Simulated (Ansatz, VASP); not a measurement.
Given: the input of a run of VASP 6.6.1 on Ag.

The input INCAR:

```
SYSTEM = Ag
  ALGO = Normal
  EDIFF = 1E-6
  ENCUT = 520
  GGA = PE
  ISIF = 2
  ISMEAR = -1
  LASPH = .TRUE.
  LCHARG = .TRUE.
  LELF = .TRUE.
  LREAL = .FALSE.
  LVHAR = .TRUE.
  LWAVE = .FALSE.
  NBANDS = 12
  NELM = 80
  PREC = Accurate
  SIGMA = 0.02
```

Contents of KPOINTS:

```
k-points
0
G
  4 4 4
  0 0 0
```

POSCAR

```
Ag
1.0
   -1.6556540000      1.6556540000      1.6556540000
    1.6556540000     -1.6556540000      1.6556540000
    1.6556540000      1.6556540000     -1.6556540000
Ag
1
Direct
    0.0000000000      0.0000000000      0.0000000000
```

Potentials or basis: VASP PAW PBE potentials, release 64 (Ag).

The run is started by

```sh
$ cat potpaw_PBE.64/Ag/POTCAR > POTCAR
$ mpirun -np 1 vasp_std > vasp.out
```

Question: Translate it to Ansatz 0.2.0. Potentials there: all-electron LAPW, scalar-relativistic.

Answer: As run (the cutoff follows the program's own potentials):

Contents of input.yaml:

```yaml
crystal:
  lattice:
    - [-1.655654, 1.655654, 1.655654]
    - [1.655654, -1.655654, 1.655654]
    - [1.655654, 1.655654, -1.655654]
  atoms:
    - { symbol: Ag, position: [0.0, 0.0, 0.0] }
kpoints:
  mp_grid: { grid: [4, 4, 4] }
scf:
  occupations: { method: fermi_dirac, width: 0.02 }
hamiltonian:
  xc: pbe
  pseudopotentials: { kind: all_electron, lapw: { basis_error: 0.004 } }
output:
  forces: true
  stress: true
  eigenvalues: true
```

Potentials or basis: all-electron LAPW, scalar-relativistic.

Command:

```console
$ ansatz run input.yaml --threads 1 --pin off --max-ram 3072MiB --backend cpu --events-out ev --progress --plain --runs-dir out
```

Both were run:

|  | VASP | Ansatz | Ansatz less VASP |
| --- | --- | --- | --- |
| gap on the k mesh at the Fermi level (eV) | none | none | - |
| pressure (GPa) | -2.0 | -1.9 | +0.05 |

A gap of «none» marks a metal or a gap that the smearing closes. Ansatz ran all-electron here, so the differences hold the error of VASP's frozen core and of both bases.

Caveats: the k mesh is coarse (spacing up to 0.67 Å⁻¹), so the values aren't converged; the k mesh is thin for a metal, which can move the energy by tens of meV per atom (Ansatz).
